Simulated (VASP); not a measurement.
**VASP 6.6.1 run: SiO2**

INCAR

```
NELM = 91
NBANDS = 25
SIGMA = 0.02
LWAVE = .FALSE.
ENCUT = 250
EDIFF = 1E-7
IBRION = -1
LREAL = .FALSE.
PREC = Accurate
NSW = 0
GGA = PE
ISIF = 2
LASPH = .TRUE.
LCHARG = .FALSE.
NELECT = 32.5
ISMEAR = -1
```

KPOINTS

```
KPOINTS created by Atomic Simulation Environment
0
Gamma
6 6 10
0 0 0
```

POSCAR

```
Si O
 1.0000000000000000
     4.1851887986229350   -0.0000000000000000   -0.0000000000000000
    -0.0000000000000000    4.1851887986229350   -0.0000000000000000
    -0.0000000000000000   -0.0000000000000000    2.6688398909557165
 Si  O
   2   4
Cartesian
  0.0000000000000000  0.0000000000000000  0.0000000000000000
  2.0925943993114675  2.0925943993114675  1.3344199454778582
  1.2810905139318338  1.2810905139318338 -0.0000000000000000
  0.8115038853796336  3.3736849132433004  1.3344199454778582
  3.3736849132433004  0.8115038853796336  1.3344199454778582
  2.9040982846911012  2.9040982846911012 -0.0000000000000000
```

The recommended PBE PAW datasets give the neutral cell 32 valence electrons.

Command

```
mpirun -np 1 vasp_std
```

OSZICAR

```
N       E                     dE             d eps       ncg     rms          rms(c)
DAV:   1     0.713774412331E+02    0.71377E+02   -0.11555E+04  3137   0.694E+02
DAV:   2    -0.395081365393E+02   -0.11089E+03   -0.10769E+03  3696   0.200E+02
DAV:   3    -0.430107437945E+02   -0.35026E+01   -0.34748E+01  3991   0.343E+01
DAV:   4    -0.430280910798E+02   -0.17347E-01   -0.17342E-01  3446   0.264E+00
DAV:   5    -0.430282302762E+02   -0.13920E-03   -0.13917E-03  3991   0.208E-01    0.182E+01
DAV:   6    -0.407174000677E+02    0.23108E+01   -0.46394E+00  3727   0.132E+01    0.102E+01
DAV:   7    -0.406114795713E+02    0.10592E+00   -0.40037E-01  3825   0.365E+00    0.350E+00
DAV:   8    -0.405953784930E+02    0.16101E-01   -0.20740E-02  3669   0.984E-01    0.629E-01
DAV:   9    -0.405951841466E+02    0.19435E-03   -0.12349E-03  3854   0.255E-01    0.237E-01
DAV:  10    -0.405952620903E+02   -0.77944E-04   -0.14843E-04  3598   0.889E-02    0.160E-02
DAV:  11    -0.405952655558E+02   -0.34656E-05   -0.23315E-05  3918   0.294E-02    0.131E-02
DAV:  12    -0.405952658642E+02   -0.30833E-06   -0.21639E-06  3827   0.110E-02    0.384E-03
DAV:  13    -0.405952659096E+02   -0.45464E-07   -0.20683E-07  3302   0.302E-03
   1 F= -.40595266E+02 E0= -.40594827E+02  d E =-.878361E-03
```

Standard output (part)

```
POSCAR found type information on POSCAR SiO
 POSCAR found :  2 types and       6 ions
 LDA part: xc-table for (Slater+PW92), standard interpolation
 POSCAR, INCAR and KPOINTS ok, starting setup
 WAVECAR not read
 entering main loop
 the old and the new charge density differ
    0.182E+01
```

From OUTCAR

```
k-points           NKPTS =     60   k-points in BZ     NKDIM =     60   number of bands    NBANDS=     25

   NELECT =      32.5000    total number of electrons

   dimension x,y,z NGX =    24 NGY =   24 NGZ =   14
   dimension x,y,z NGXF=    48 NGYF=   48 NGZF=   28

  energy-cutoff  :      250.00
  volume of cell :       46.75
      direct lattice vectors                 reciprocal lattice vectors
     4.185188799  0.000000000  0.000000000     0.238937847  0.000000000  0.000000000
     0.000000000  4.185188799  0.000000000     0.000000000  0.238937847  0.000000000
     0.000000000  0.000000000  2.668839891     0.000000000  0.000000000  0.374694639

 k-points in reciprocal lattice and weights: KPOINTS created by Atomic Simulation Env
   0.00000000  0.00000000  0.00000000       0.003
   0.16666667  0.00000000  0.00000000       0.011
   0.33333333  0.00000000  0.00000000       0.011
   0.50000000  0.00000000  0.00000000       0.006
   0.16666667  0.16666667  0.00000000       0.011
   0.33333333  0.16666667  0.00000000       0.022
   0.50000000  0.16666667  0.00000000       0.011
   0.33333333  0.33333333  0.00000000       0.011
   ...

 E-fermi :  15.5346

 k-point     1 :       0.0000    0.0000    0.0000
  band No.  band energies     occupation
      1     -14.6658      2.00000
      2     -11.1775      2.00000
      3     -11.1775      2.00000
      4     -10.8979      2.00000
      5      -2.8515      2.00000
      6       1.6201      2.00000
      7       1.6201      2.00000
      8       1.7107      2.00000
      9       2.6999      2.00000
     10       2.8878      2.00000
     11       4.9218      2.00000
     12       4.9218      2.00000
     13       5.6271      2.00000
     14       7.2357      2.00000
     15       7.2357      2.00000
     16       7.9509      2.00000
     17      13.4625      2.00000
     18      14.8870      2.00000
     19      16.5059      0.00000
     20      16.5059      0.00000
     21      19.2030      0.00000
     22      20.0161      0.00000
     23      22.7247      0.00000
     24      22.7247      0.00000
     25      24.1727      0.00000

 k-point     2 :       0.1667    0.0000    0.0000
  band No.  band energies     occupation
      1     -14.5173      2.00000
      2     -11.7769      2.00000
      3     -11.1003      2.00000
      4     -10.5939      2.00000
      5      -2.6401      2.00000
      6       0.8865      2.00000
      7       1.6525      2.00000
      8       2.2788      2.00000
      9       2.7872      2.00000
     10       3.5634      2.00000
     11       4.6699      2.00000
     12       4.9910      2.00000
     13       5.6696      2.00000
     14       6.7343      2.00000
     15       7.1982      2.00000
     16       7.8129      2.00000
     17      13.9730      2.00000
     18      15.1379      2.00000
     19      16.5708      0.00000
     20      16.5919      0.00000
     21      19.6939      0.00000
     22      20.2409      0.00000
     23      21.9019      0.00000
     24      22.1033      0.00000
     25      24.0149      0.00000

 ...

  Total      -24.5890205    -24.5890205    -18.6652557      0.0000000      0.0000000      0.0000000
  in kB     -842.7508162   -842.7508162   -639.7229003      0.0000000      0.0000000      0.0000000
  external PRESSURE =    -775.0748442 kB  Pullay stress =       0.0000000 kB

 POSITION                                       TOTAL-FORCE (eV/Angst)
 -----------------------------------------------------------------------------------
      0.00000      0.00000      0.00000         0.000000      0.000000     -0.000000
      2.09259      2.09259      1.33442         0.000000      0.000000     -0.000000
      1.28109      1.28109      0.00000        -0.215418     -0.215418      0.000000
      0.81150      3.37368      1.33442         0.215418     -0.215418     -0.000000
      3.37368      0.81150      1.33442        -0.215418      0.215418     -0.000000
      2.90410      2.90410      0.00000         0.215418      0.215418     -0.000000
 -----------------------------------------------------------------------------------
    total drift:                                0.000000      0.000000      0.000000

  FREE ENERGIE OF THE ION-ELECTRON SYSTEM (eV)
  ---------------------------------------------------
  free  energy   TOTEN  =       -40.5952659096 eV

  energy  without entropy=      -40.5943875487  energy(sigma->0) =      -40.59482673
```

It converged. Results: pressure -77.5 GPa; largest force 0.30 eV/Å.

The cell is charged and sits in a uniform background.

For comparison, a separate PBE run of the intended cell, on usual settings and not on those above, gives a gap of 5.54 eV on its mesh and a pressure of 9.8 GPa.

The run above took about 13 s on one core of a shared host (Intel Xeon Platinum 8488C) and held 0.13 GiB at most.
